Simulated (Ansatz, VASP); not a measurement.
## One calculation of Sb, two programs

```
Sb
1.0
     3.29636    0.00000    0.00000
    -1.64818    2.85473    0.00000
     0.00000    0.00000    5.17717
Sb
2
Direct
  0.33333 0.66667 0.25000
  0.66667 0.33333 0.75000
```

Alike in both runs: task relaxation of cell and atoms; functional PBE; k mesh 11 × 11 × 7; occupations fermi-dirac, width 0.05 eV; no spin polarisation.

|  | VASP | Ansatz |
| --- | --- | --- |
| version | VASP 6.6.1 | Ansatz 0.2.0 |
| potentials or method | VASP PAW PBE potentials, release 64 (Sb), cutoff 600 eV | all-electron LAPW, scalar-relativistic |

|  | VASP | Ansatz | Ansatz less VASP |
| --- | --- | --- | --- |
| relaxed volume (Å³/atom) | 27.32 | 27.40 | +0.075 |
| relaxed cell length with the largest relative difference (Å) | 3.433 | 3.438 | +0.0059 |
| energy change over the relaxation (meV/atom) | -74 | -76 | -2.8 |

Ansatz ran all-electron here, so the differences hold the error of VASP's frozen core and of both bases.

The runs have no spin-orbit coupling, so splittings on Sb are missing. Zero-point motion and thermal expansion aren't in these numbers. PBE usually gives volumes a little too large and moduli too small.
